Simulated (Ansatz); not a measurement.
**Pd in Ansatz: the effect of functional**

The system is Pd.

```
Pd
1.0
     0.00000    1.95939    1.95939
     1.95939    0.00000    1.95939
     1.95939    1.95939    0.00000
Pd
1
Direct
  0.00000 0.00000 0.00000
```

The cell isn't the ideal one: volume scaled by 1.02.

Alike in all runs:

```yaml
Program: Ansatz 0.2.0
Task: single point
Potentials_or_basis: Ansatz PAW
k_mesh: 12 × 12 × 12
Occupations: fermi-dirac, width 0.05 eV
Spin: no spin polarisation
```

One run gave: pressure -1.7 GPa. Which functional did it use?
A. LDA
B. r2SCAN
C. PBE

B.

```csv
functional,cutoff,pressure (GPa)
LDA,420 eV (not typed: the program's choice for these potentials),-12.0
r2SCAN,500 eV (not typed: the program's choice for these potentials),-1.7
PBE,420 eV (not typed: the program's choice for these potentials),3.1
```

Caveats: the PAW data sets come from PBE, with cores solved anew for the run's functional, which leaves a small shift of forces and pressure (some runs).
